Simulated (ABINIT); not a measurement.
Runs of ABINIT 10.8.3 (patched build) on In. It takes space group P6_3/mmc (No. 194, hexagonal). The conventional cell has a = 3.335 Å, b = 3.335 Å, c = 5.509 Å, α = 90.00°, β = 90.00°, γ = 120.00°. In (site symmetry -6m2) has 12 In at 3.34 to 3.36 Å as nearest neighbours. This isn't the form of In at room conditions, which is tetragonal.

| level | gap on the mesh (eV) | pressure (GPa) |
| --- | --- | --- |
| PBE | none | 1.0 |
| SCAN | none | -0.8 |
| r2SCAN | none | (a) |
| WC | none | (b) |
| revPBE | none | 2.1 |

Alike in all rows: task single point; potentials or basis JTH PAW PBE v2.0; no spin polarisation; cell as given; k mesh 9 × 9 × 5; cutoff (eV) 707; smearing fermi-dirac 0.05 eV.

**Question.** Fill in the values left out.

**Answer.** (a) -0.6; (b) -1.8.

Caveats: the PAW data sets were made with another functional, which shifts forces and pressure a little (some runs).

A k mesh can miss the band edges, and the runs leave out spin-orbit coupling on In.

A gap of «none» marks a metal or a gap under the smearing width.
